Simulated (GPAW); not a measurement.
# STM contrast on 1T-GeCl2 monolayer

Aim: Tersoff-Hamann images of 1T-GeCl2 monolayer at several biases.

Calculated with GPAW 26.7.0; GPAW, PAW setups; layer in a repeated cell with vacuum, relaxation of atoms and in-plane cell, in the first sound run; inputs show where later runs differ.

**1. The structure**

The cell holds 3 atoms: 2 Cl and 1 Ge. Cell: a = 3.039 Å, b = 3.039 Å, c = 18.588 Å, α = 90.0°, β = 90.0°, γ = 120.0°. Vacuum lies along c.

**2. Relaxation**

The atoms are relaxed first, since the surface dipole, and with it the work function, follows the positions of the outer layers.

File run.py:

```python
import json
import numpy as np
from ase import Atoms
from ase.filters import FrechetCellFilter
from ase.optimize import BFGS
from gpaw import GPAW, PW

slab = Atoms(
    ['Cl', 'Ge', 'Cl'],
    positions=[
        [1.51927, 0.87715, 8.00000],
        [0.00000, 0.00000, 9.29415],
        [-0.00000, 1.75430, 10.58830]],
    cell=[[3.03854, 0.0, 0.0], [-1.51927, 2.63145, 0.0], [0.0, 0.0, 18.5883]],
    pbc=[True, True, True])

slab.calc = GPAW(mode=PW(600), xc='PBE', kpts={'size': (12, 12, 1), 'gamma': True},
                 occupations={'name': 'fermi-dirac', 'width': 0.05}, nbands='200%',
                 convergence={'density': 1e-05}, maxiter=200,
                 symmetry={'tolerance': 1e-3}, txt='slab.txt')
result = {}
# The in-plane cell is free; stress needs a cell that repeats along all three vectors
path = []
opt = BFGS(FrechetCellFilter(slab, mask=[1, 1, 0, 0, 0, 1]), maxstep=0.2)
opt.attach(lambda: path.append((slab.get_potential_energy(), slab.positions.tolist(), slab.get_forces().tolist())))
result['relaxed'] = bool(opt.run(fmax=0.02, steps=45))
result['path'] = path
result['cell'] = slab.cell.tolist()
print('in-plane lattice', slab.cell.cellpar().round(4)[[0, 1, 5]])
energy = slab.get_potential_energy()
fermi = slab.calc.get_fermi_level()
v = slab.calc.get_electrostatic_potential().mean((0, 1)) - fermi
n = slab.calc.get_pseudo_density().mean((0, 1))
L = slab.cell[2, 2]
z = np.arange(len(v)) * L / len(v)
low, high = slab.positions[:, 2].min(), slab.positions[:, 2].max()
below, above = np.interp([low - 5.8, high + 5.8], z, v)
slopes = [np.interp(x, z, np.gradient(v, z)) for x in (low - 5.8, high + 5.8)]
eps = np.array([[slab.calc.get_eigenvalues(k, s) for k in range(len(slab.calc.get_ibz_k_points()))]
                for s in range(slab.calc.get_number_of_spins())]) - fermi
top, bottom = eps[eps < 0].max(), eps[eps > 0].min()
dipole = slab.get_dipole_moment()[2]
print(f'energy {energy:.4f} eV, Fermi level {fermi:.4f} eV, dipole {dipole:.5f} e A')
print(f'potential 5.8 A off the faces, from the Fermi level: lower {below:.4f} eV, upper {above:.4f} eV')
print(f'slope of the potential there: lower {slopes[0]:.5f}, upper {slopes[1]:.5f} eV/A')
print(f'nearest levels on the mesh: {top:.4f} and {bottom:.4f} eV')
print('magnetic moment', round(slab.get_magnetic_moment(), 3))
result.update(energy=energy, fermi=fermi, dipole=dipole, below=below, above=above, slopes=slopes, edges=[top, bottom],
              z=z.tolist(), v=v.tolist(), n=n.tolist(), positions=slab.positions.tolist(),
              forces=slab.get_forces(apply_constraint=False).tolist(), moments=slab.get_magnetic_moments().tolist())
json.dump(result, open('result.json', 'w'))
```

On the command line:

```
OMP_NUM_THREADS=1 OPENBLAS_NUM_THREADS=1 python run.py
```

Log:

```text
Step          Energy          fmax
BFGS:    0       -3.843286        8.736966
BFGS:    1       -6.977189        5.728072
BFGS:    2       -9.562007        2.403065
BFGS:    3      -10.129687        1.090798
BFGS:    4      -10.237553        0.544154
BFGS:    5      -10.262116        0.529796
BFGS:    6      -10.287654        0.612632
BFGS:    7      -10.334962        0.635803
BFGS:    8      -10.393563        0.516236
BFGS:    9      -10.441587        0.255927
BFGS:   10      -10.455861        0.062201
BFGS:   11      -10.456246        0.008553
in-plane lattice [  3.9294   3.9294 120.    ]
energy -10.4562 eV, Fermi level -3.0187 eV, dipole 0.00060 e A
potential 5.8 A off the faces, from the Fermi level: lower 5.7649 eV, upper 5.7649 eV
slope of the potential there: lower -0.00009, upper 0.00009 eV/A
nearest levels on the mesh: -1.2571 and 1.3584 eV
magnetic moment 0.0
```

Run time: 7.7 min. Hardware: 1 thread of Intel Xeon Platinum 8488C (Sapphire Rapids), shared host; peak memory 0.45 GiB.

Numbers from this step:

```
dipole along the normal                    : 5.99e-4 e·Å
levels nearest the Fermi level on the mesh : -1.257, 1.358 eV from the Fermi level
```

Table of electrostatic potential energy of an electron (without an applied field's), less the Fermi level, planar mean by z:

z (Å), electrostatic potential energy of an electron (without an applied field's), less the Fermi level, planar mean (eV) and a bar from the least value:
```
      0.0        5.8 ##############################
      0.5        5.8 ##############################
      1.0        5.8 ##############################
      1.5        5.8 ##############################
      2.0        5.8 ##############################
      2.5        5.8 ##############################
      3.0        5.8 ##############################
      3.5        5.8 ##############################
      4.0        5.8 ##############################
      4.5        5.8 ##############################
      5.0        5.8 ##############################
      5.5        5.7 ##############################
      6.0        5.7 ##############################
      6.5        5.4 #############################
      7.0        3.6 ##########################
      7.5       -4.5 #########
      8.0       -9.2 
      8.5       -2.3 ##############
      9.0       -7.7 ###
      9.5       -9.1 
     10.0       -2.4 ##############
     10.5       -7.4 ####
     11.0       -6.8 #####
     11.5        2.8 ########################
     12.0        5.2 #############################
     12.5        5.7 ##############################
     13.0        5.7 ##############################
     13.5        5.8 ##############################
     14.0        5.8 ##############################
     14.5        5.8 ##############################
     15.0        5.8 ##############################
     15.5        5.8 ##############################
     16.0        5.8 ##############################
     16.5        5.8 ##############################
     17.0        5.8 ##############################
     17.5        5.8 ##############################
     18.0        5.8 ##############################
     18.5        5.8 ##############################
```

The pseudo valence density, planar mean by z:

z (Å), pseudo valence density, planar mean (e/Å³) and a bar:
```
      4.5      0.000 
      5.0      0.000 
      5.5      0.001 
      6.0      0.005 
      6.5      0.026 ##
      7.0      0.133 ##########
      7.5      0.339 ##########################
      8.0      0.370 #############################
      8.5      0.312 ########################
      9.0      0.174 #############
      9.5      0.110 #########
     10.0      0.293 #######################
     10.5      0.388 ##############################
     11.0      0.352 ###########################
     11.5      0.169 #############
     12.0      0.035 ###
     12.5      0.006 #
     13.0      0.001 
     13.5      0.000 
     14.0      0.000 
     14.5      0.000
```

The relaxation lowered the energy of the cell by 6.61 eV (energies extrapolated to zero smearing; the optimiser's log prints free energies). The largest force left on a free atom is 0.0027 eV/Å.

**3. Plane waves, PBE**

The work function is the vacuum plateau of the electrostatic potential less the Fermi level; a dipole layer lets the two faces have plateaus of their own.

This step: GPAW, PAW setups; slab in vacuum (GPAW 26.7.0).

The cell differs from the one that the last finished run ended in (c 18.588 → 18.941 Å).

File run.py:

```python
import json
import numpy as np
from ase import Atoms
from ase.dft.stm import STM
from gpaw import GPAW, PW

slab = Atoms(
    ['Cl', 'Ge', 'Cl'],
    positions=[
        [1.96468, 1.13431, 8.00000],
        [-0.00000, -0.00000, 9.47068],
        [-0.00000, 2.26861, 10.94136]],
    cell=[[3.92935, -0.0, 0.0], [-1.96468, 3.40292, 0.0], [0.0, 0.0, 18.9414]],
    pbc=[True, True, False])

slab.calc = GPAW(mode=PW(400), xc='PBE', kpts={'size': (12, 12, 1), 'gamma': True},
                 occupations={'name': 'fermi-dirac', 'width': 0.05}, nbands='200%',
                 convergence={'density': 1e-05}, maxiter=200,
                 poissonsolver={'dipolelayer': 'xy'},
                 symmetry={'tolerance': 1e-3}, txt='slab.txt')
result = {}
energy = slab.get_potential_energy()
fermi = slab.calc.get_fermi_level()
v = slab.calc.get_electrostatic_potential().mean((0, 1)) - fermi
n = slab.calc.get_pseudo_density().mean((0, 1))
L = slab.cell[2, 2]
z = np.arange(len(v)) * L / len(v)
low, high = slab.positions[:, 2].min(), slab.positions[:, 2].max()
below, above = np.interp([low - 5.8, high + 5.8], z, v)
slopes = [np.interp(x, z, np.gradient(v, z)) for x in (low - 5.8, high + 5.8)]
eps = np.array([[slab.calc.get_eigenvalues(k, s) for k in range(len(slab.calc.get_ibz_k_points()))]
                for s in range(slab.calc.get_number_of_spins())]) - fermi
top, bottom = eps[eps < 0].max(), eps[eps > 0].min()
dipole = slab.get_dipole_moment()[2]
print(f'energy {energy:.4f} eV, Fermi level {fermi:.4f} eV, dipole {dipole:.5f} e A')
print(f'potential 5.8 A off the faces, from the Fermi level: lower {below:.4f} eV, upper {above:.4f} eV')
print(f'slope of the potential there: lower {slopes[0]:.5f}, upper {slopes[1]:.5f} eV/A')
print(f'nearest levels on the mesh: {top:.4f} and {bottom:.4f} eV')
print('magnetic moment', round(slab.get_magnetic_moment(), 3))
result.update(energy=energy, fermi=fermi, dipole=dipole, below=below, above=above, slopes=slopes, edges=[top, bottom],
              z=z.tolist(), v=v.tolist(), n=n.tolist(), positions=slab.positions.tolist(),
              forces=slab.get_forces(apply_constraint=False).tolist(), moments=slab.get_magnetic_moments().tolist())

# Images need the states of the whole zone, up to time reversal
slab.calc = slab.calc.fixed_density(symmetry={'point_group': False}, txt='states.txt', nbands='320%',
                                    convergence={'bands': 'CBM+2.3'})
stm = STM(slab)
result['stm'] = []
for bias in [-1.5, 2.0]:
    height = high + 3.0
    current = stm.get_averaged_current(bias, height)
    x, y, h = stm.scan(bias, current)
    i, f = divmod(height / L * stm.ldos.shape[2], 1)
    I = abs((1 - f) * stm.ldos[:, :, int(i)] + f * stm.ldos[:, :, int(i) + 1])
    print(f'bias {bias} V: mean current at 3.0 A {current:.4e}, corrugation {np.ptp(h):.4f} A')
    result['stm'].append(dict(bias=bias, current=current, h=(h - high).tolist(), I=I.tolist()))
json.dump(result, open('result.json', 'w'))
```

Log:

```text
energy -10.3951 eV, Fermi level -2.6705 eV, dipole 0.00018 e A
potential 5.8 A off the faces, from the Fermi level: lower 5.3628 eV, upper 5.3687 eV
slope of the potential there: lower -0.00011, upper 0.00011 eV/A
nearest levels on the mesh: -1.6570 and 0.9599 eV
magnetic moment 0.0
bias -1.5 V: mean current at 3.0 A 0.0000e+00, corrugation 0.0000 A
bias 2.0 V: mean current at 3.0 A 2.7973e-05, corrugation 0.1870 A
```

It took 73 s on 1 thread; peak memory 0.47 GiB.

This step gave:

```yaml
dipole_along_the_normal: 1.78e-4 e·Å
levels_nearest_the_fermi_level_on_the_mesh: -1.657, 0.9599 eV from the Fermi level
upper_work_function: 5.369 eV
lower_work_function: 5.363 eV
corrugation_2: 0.1870 Å
upper_ionisation_energy: 7.026 eV
```

The electrostatic potential energy of an electron (without an applied field's), less the Fermi level, planar mean by z:

z (Å), electrostatic potential energy of an electron (without an applied field's), less the Fermi level, planar mean (eV) and a bar from the least value:
```
        0        5.4 ##############################
        1        5.4 ##############################
        2        5.4 ##############################
        3        5.4 ##############################
        4        5.4 ##############################
        5        5.4 ##############################
        6        5.3 ##############################
        7        4.2 ############################
        8      -11.2 
        9       -5.1 ###########
       10       -4.3 #############
       11      -10.6 #
       12        4.4 ############################
       13        5.3 ##############################
       14        5.4 ##############################
       15        5.4 ##############################
       16        5.4 ##############################
       17        5.4 ##############################
       18        5.4 ##############################
```

Table of pseudo valence density, planar mean by z:

| z (Å) | pseudo valence density, planar mean (e/Å³) |
| --- | --- |
| 0.00 | 2.8e-6 |
| 0.42 | 2.7e-6 |
| 1.05 | -2.3e-6 |
| 1.47 | -2.0e-6 |
| 2.10 | 1.2e-6 |
| 2.53 | 5.7e-7 |
| 2.95 | 0 |
| 3.58 | 2.4e-6 |
| 4.00 | 5.8e-6 |
| 4.63 | 2.3e-5 |
| 5.05 | 1.0e-4 |
| 5.47 | 4.3e-4 |
| 6.10 | 0.00361 |
| 6.52 | 0.0151 |
| 7.16 | 0.122 |
| 7.58 | 0.318 |
| 8.00 | 0.339 |
| 8.63 | 0.321 |
| 9.05 | 0.244 |
| 9.68 | 0.116 |
| 10.10 | 0.282 |
| 10.73 | 0.380 |
| 11.15 | 0.353 |
| 11.58 | 0.217 |
| 12.21 | 0.0309 |
| 12.63 | 0.00732 |
| 13.26 | 8.8e-4 |
| 13.68 | 2.2e-4 |
| 14.10 | 5.9e-5 |
| 14.73 | 4.2e-6 |
| 15.15 | 0 |
| 15.78 | 8.8e-7 |
| 16.21 | 0 |
| 16.63 | -8.3e-7 |
| 17.26 | 1.8e-6 |
| 17.68 | 2.2e-6 |
| 18.31 | -2.6e-6 |
| 18.73 | -2.7e-6 |

Tip height over the top atom over a1 and a2. Sample bias 2 V, constant current at the mean current 3.0 Å over the top atom.

Ten even steps from '_' (2.92 Å) to '@' (3.11 Å):
```
::::::----==++++********++++==----::::::
..::----==++**##########**++==----::....
::----==++**##%%%%%%%%##**++==----::....
::--==++####%%%%@@%%%%####++==--::::::::
--==++**##%%@@@@@@@@%%##**++==--::::::::
--++**##%%@@@@@@@@@@%%##**++--::::..::::
==++##%%%%@@@@@@@@%%%%##++==--::....::--
==**##%%@@@@@@@@@@%%##**==--::......::--
++**##%%%%@@@@%%%%##**++--::........::--
++**##%%%%%%%%%%##**++--::..______..::--
++**############**++--::..________..::--
==++****##****++==--::..__________..::--
==++++++++++++==--::..____________..::--
--==========----::..______________..::--
------------::::....____________....::::
::------::::::......__________......::::
::::::::::::........................::::
..::....::::::::::::::::::::::::::::::..
::::....::::::----------------::::::....
::::..::::----====++++++====----::::..::
```
Columns: a1 from 0 to 0.95; rows upwards: a2 from 0 to 0.95.

Local density of states summed over the bias window over a1 and a2. Sample bias 2 V, constant height 3.0 Å over the top atom.

Ten even steps from '_' (2.39 × 1e-5 arbitrary) to '@' (3.48 × 1e-5 arbitrary):
```
....::::----====++++++++====----::::....
..::::--====++**********++====--::::....
::::--==++****########****++==--::::....
::--==++**##%%%%%%%%%%##**++==--::::..::
::--==**##%%%%@@@@%%%%##**==--::::....::
--==++**%%%%@@@@@@%%%%**++==--::......::
--==**##%%@@@@@@@@%%##**==--::........::
==++**##%%@@@@@@%%##**++==::::......::::
==++**##%%%%%%%%##**++==--::........::--
==++**##%%%%%%##**++==--::..______..::--
==++****####****++==--::..________..::--
====++******++====--::..__________..::--
--====++++====--::::..____________..::::
----======----::::..______________..::::
::--------::::......____________......::
::::::::::::........__________........::
::::::::::............................::
................::::::::::::::..........
........::::::::::--------::::::::::....
......::::::----==========----::::::....
```
Columns: a1 from 0 to 0.95; rows upwards: a2 from 0 to 0.95.

The layer is gapped, so the Fermi level lies somewhere inside the gap, set by smearing and numerics, and these work functions are no property of the material; the band edges below the vacuum level are. The potential is flat to 1.1e-4 eV/Å where it is read, so the vacuum is wide enough. At -1.5 V the search found no usable constant-current contour near the set height, since the window lies inside the gap and carries no current, so the printed corrugation is no image; it is left out.

**4. Summary of results**

```json
{
  "work function, upper and lower face (Fermi level placed in the gap by the smearing)": "5.369 and 5.363 eV",
  "ionisation energy from the upper face (highest filled level on the mesh)": "7.03 eV",
  "electron affinity from the upper face (lowest empty Kohn-Sham level on the mesh)": "4.41 eV",
  "dipole along the normal": "1.8e-4 e Å, near the numerical noise",
  "corrugation at 2 V": "0.187 Å"
}
```

At 2 V the tip height varies by 0.19 Å over the cell. Negative sample bias images filled states, positive bias empty ones. The levels nearest the Fermi level on the mesh lie 2.62 eV apart, so the slab is gapped there: the smearing puts the Fermi level inside the gap, and from either face the ionisation energy is the work function plus 1.7 eV. Both are Kohn-Sham levels on the mesh, and semilocal gaps are too small, so the affinity tends to come out too large and the ionisation energy too small. The images are of Tersoff-Hamann type: an s-wave tip, no tip-sample forces, heights closer than in a microscope. The starting lattice was a guess from atomic radii; the relaxation moved it by 29 %. Biases count from a Fermi level whose place in the gap is arbitrary, so only their reach past the band edges has a meaning. The layer's cell and atoms come from the relaxation; spin-orbit coupling and temperature are left out.

[Logs are printed without paths, hosts, clocks, repeated set-up lines and the standing remarks that a program may print on its own settings, such as how far it seeks lower states.]

[Hosts, paths, dates, database ids (printed as entryN), source tags and the programs' standing remarks are cut or masked in the printed files.]
